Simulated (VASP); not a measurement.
The system is In.

```
In
1.0
    -1.69471    1.69471    2.29737
     1.69471   -1.69471    2.29737
     1.69471    1.69471   -2.29737
In
1
Direct
  0.00000 0.00000 0.00000
```

```yaml
Program: VASP 6.6.1
Task: relaxation of cell and atoms
Functional: PBE
Potentials_or_basis: VASP PAW PBE potentials, release 64 (In_d)
Cutoff: 600 eV
k_mesh: 18 × 18 × 18
Occupations: gaussian, width 0.1 eV
Spin: no spin polarisation
```

At the start: pressure 1.5 GPa; volume 26.39 Å³/atom.

Problem. How do energy, volume and symmetry change on relaxing?

Solution. Over 16 steps the energy falls by 6.6 meV/atom and the volume is 27.49 Å³/atom (+4.2 %); space group Fm-3m (No. 225, to 0.05 Å).

The path:
```tsv
step	energy change (eV)	largest force (eV/Å)	pressure (GPa)	volume (Å³)
1	0.0000	0.0000	1.54	26.39
2	-0.0053	0.0000	0.09	27.38
3	-0.0054	0.0000	-0.01	27.46
4	-0.0054	0.0000	-0.02	27.48
5	-0.0054	0.0000	-0.09	27.52
6	-0.0057	0.0000	-0.08	27.53
7	-0.0064	0.0000	-0.12	27.56
8	-0.0063	0.0000	-0.17	27.61
9	-0.0066	0.0000	-0.06	27.58
10	-0.0066	0.0000	-0.14	27.59
11	-0.0066	0.0000	0.15	27.38
12	-0.0066	0.0000	-0.03	27.48
13	-0.0066	0.0000	0.04	27.46
14	-0.0066	0.0000	0.02	27.47
15	-0.0066	0.0000	0.01	27.47
16	-0.0066	0.0000	0.00	27.49
```

Final structure:
```
CELL_PARAMETERS angstrom
-1.69535 1.69535 2.39120
1.69535 -1.69535 2.39120
1.69535 1.69535 -2.39120
ATOMIC_POSITIONS crystal
In 0.00000 0.00000 0.00000
```
